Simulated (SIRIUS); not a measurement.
Write the native input for SIRIUS 7.12.0 that does the following.

| Property | Result |
| --- | --- |
| Task | single point |
| Functional | PW91 |
| Potentials or basis | all-electron FP-LAPW |
| Cutoff | 194 eV |
| Basis | apw+lo standard |
| k mesh | 13 × 12 × 13 |
| Occupations | fermi-dirac, width 0.05 eV |
| Spin | no spin polarisation |
| Muffin tin radii | Cu 2.33 bohr |
| Basis cutoff (gk_cutoff) | 3.78 1/bohr |
| Cutoff of density and potential (pw_cutoff) | 20 1/bohr |
| lmax of the basis | 10 |
| lmax of density and potential | 8 |
| Valence relativity | iora |
| Core states | Cu 1s2s2p |
| Local orbitals (radial functions) | Cu 13 |
| Reference energy of the basis | 0.22 Ha |
| Smallest sphere radius times basis cutoff | 8.81 |
| Start of the SCF | LDA density |

The system is Cu.

```
Cu
1.0
    -0.00443    1.78843    1.83853
     1.82291   -0.01749    1.85160
     1.78282    1.76140    0.02260
Cu
1
Direct
  0.00000 0.00000 0.00000
```

One way to write it, as run:

sirius.json

```json
{
  "control": {
    "processing_unit": "cpu",
    "std_evp_solver_name": "lapack",
    "gen_evp_solver_name": "lapack",
    "verbosity": 2,
    "print_forces": true,
    "ortho_rf": true,
    "use_second_variation": true,
    "rmt_max": 3.0,
    "num_bands_to_print": 18,
    "save_wf": true
  },
  "parameters": {
    "electronic_structure_method": "full_potential_lapwlo",
    "xc_functionals": ["XC_GGA_X_PW91", "XC_GGA_C_PW91"],
    "core_relativity": "dirac",
    "valence_relativity": "iora",
    "num_fv_states": 18,
    "smearing": "fermi_dirac",
    "smearing_width": 0.0018374661,
    "pw_cutoff": 20,
    "gk_cutoff": 3.78,
    "lmax_apw": 10,
    "lmax_rho": 8,
    "lmax_pot": 8,
    "num_mag_dims": 0,
    "auto_rmt": 0,
    "ngridk": [13, 12, 13],
    "shiftk": [0, 0, 0],
    "num_dft_iter": 80,
    "energy_tol": 1e-07,
    "density_tol": 1e-05,
    "use_symmetry": true
  },
  "settings": {"tol_ne": 1e-10},
  "iterative_solver": {"type": "exact"},
  "mixer": {"type": "anderson", "beta": 0.5, "max_history": 8},
  "unit_cell": {
    "lattice_vectors": [
      [-0.0083631341, 3.3796443482, 3.474326978],
      [3.4447948673, -0.0330451872, 3.4990090122],
      [3.3690381469, 3.3285696808, 0.0427115332]
    ],
    "atom_types": ["Cu"],
    "atom_files": {"Cu": "Cu.json"},
    "atoms": {"Cu": [[0.0, 0.0, 0.0]]}
  }
}
```

Cu.json

```json
{
  "name": "copper",
  "symbol": "Cu",
  "number": 29,
  "mass": 63.546,
  "rmin": 1e-06,
  "rmt": 2.33,
  "nrmt": 800,
  "rinf": 15.61,
  "core": "1s2s2p",
  "valence": [
    {"basis": [{"enu": 0.02, "dme": 0, "n": 0, "auto": 0}, {"enu": 0.02, "dme": 1, "n": 0, "auto": 0}]},
    {"l": 0, "n": 1, "basis": [{"enu": 0.12, "dme": 0, "n": 0, "auto": 0}]},
    {"l": 1, "n": 2, "basis": [{"enu": 0.12, "dme": 0, "n": 0, "auto": 0}]},
    {"l": 2, "n": 3, "basis": [{"enu": 0.12, "dme": 0, "n": 0, "auto": 0}]},
    {"l": 3, "n": 4, "basis": [{"enu": 0.12, "dme": 0, "n": 0, "auto": 0}]}
  ],
  "lo": [
    {"l": 0, "basis": [{"enu": 0.12, "dme": 0, "n": 0, "auto": 0}, {"enu": 0.12, "dme": 1, "n": 0, "auto": 0}]},
    {
      "l": 0,
      "basis": [{"enu": -3.8859, "dme": 0, "n": 3, "auto": 1}, {"enu": -3.8859, "dme": 1, "n": 3, "auto": 1}]
    },
    {
      "l": 0,
      "basis": [{"enu": -3.8859, "dme": 1, "n": 3, "auto": 1}, {"enu": 0.12, "dme": 0, "n": 0, "auto": 0}]
    },
    {"l": 0, "basis": [{"enu": 0.12, "dme": 0, "n": 0, "auto": 0}, {"enu": 3.0672, "dme": 0, "n": 0, "auto": 0}]},
    {"l": 1, "basis": [{"enu": 0.12, "dme": 0, "n": 0, "auto": 0}, {"enu": 0.12, "dme": 1, "n": 0, "auto": 0}]},
    {
      "l": 1,
      "basis": [{"enu": -2.3453, "dme": 0, "n": 3, "auto": 1}, {"enu": -2.3453, "dme": 1, "n": 3, "auto": 1}]
    },
    {
      "l": 1,
      "basis": [{"enu": -2.3453, "dme": 1, "n": 3, "auto": 1}, {"enu": 0.12, "dme": 0, "n": 0, "auto": 0}]
    },
    {"l": 1, "basis": [{"enu": 0.12, "dme": 0, "n": 0, "auto": 0}, {"enu": 3.5093, "dme": 0, "n": 0, "auto": 0}]},
    {"l": 2, "basis": [{"enu": 0.12, "dme": 0, "n": 0, "auto": 0}, {"enu": 0.12, "dme": 1, "n": 0, "auto": 0}]},
    {"l": 2, "basis": [{"enu": 0.12, "dme": 1, "n": 0, "auto": 0}, {"enu": 0.12, "dme": 2, "n": 0, "auto": 0}]},
    {"l": 2, "basis": [{"enu": 0.12, "dme": 0, "n": 0, "auto": 0}, {"enu": 2.9935, "dme": 0, "n": 0, "auto": 0}]},
    {"l": 3, "basis": [{"enu": 0.12, "dme": 0, "n": 0, "auto": 0}, {"enu": 0.12, "dme": 1, "n": 0, "auto": 0}]},
    {"l": 3, "basis": [{"enu": 0.12, "dme": 0, "n": 0, "auto": 0}, {"enu": 3.3251, "dme": 0, "n": 0, "auto": 0}]}
  ],
  "free_atom": [... radial grid and density of the free atom, the start of the SCF ...]
}
```

sirius_start.json

```json
{
  "control": {
    "processing_unit": "cpu",
    "std_evp_solver_name": "lapack",
    "gen_evp_solver_name": "lapack",
    "verbosity": 1,
    "print_forces": false,
    "ortho_rf": true,
    "use_second_variation": true,
    "rmt_max": 3.0,
    "num_bands_to_print": 18,
    "save_wf": false
  },
  "parameters": {
    "electronic_structure_method": "full_potential_lapwlo",
    "xc_functionals": ["XC_LDA_X", "XC_LDA_C_PW"],
    "core_relativity": "dirac",
    "valence_relativity": "iora",
    "num_fv_states": 18,
    "smearing": "fermi_dirac",
    "smearing_width": 0.0055123983,
    "pw_cutoff": 20,
    "gk_cutoff": 3.02,
    "lmax_apw": 10,
    "lmax_rho": 8,
    "lmax_pot": 8,
    "num_mag_dims": 0,
    "auto_rmt": 0,
    "ngridk": [5, 5, 5],
    "shiftk": [0, 0, 0],
    "num_dft_iter": 30,
    "energy_tol": 0.01,
    "density_tol": 0.05,
    "use_symmetry": true
  },
  "settings": {"tol_ne": 1e-10},
  "iterative_solver": {"type": "exact"},
  "mixer": {"type": "anderson", "beta": 0.5, "max_history": 8},
  "unit_cell": {
    "lattice_vectors": [
      [-0.0083631341, 3.3796443482, 3.474326978],
      [3.4447948673, -0.0330451872, 3.4990090122],
      [3.3690381469, 3.3285696808, 0.0427115332]
    ],
    "atom_types": ["Cu"],
    "atom_files": {"Cu": "Cu.json"},
    "atoms": {"Cu": [[0.0, 0.0, 0.0]]}
  }
}
```

Potentials or basis: all-electron FP-LAPW, apw+lo standard.

The run is started by

```sh
$ OMP_NUM_THREADS=1 sirius.scf --input=sirius_start.json --output=start.json
$ OMP_NUM_THREADS=1 sirius.scf --input=sirius.json --output=output.json --task=1
```

Results of the run:

| Quantity | Value |
| --- | --- |
| Band gap on the k mesh | none (metal or under the smearing width) |
| All electrons inside the program's atomic spheres | Cu 28.16 (radii Cu 2.33 bohr) |

It took 98 s on 1 thread of Arm Neoverse V1 (shared host), peak memory 1.1 GiB.
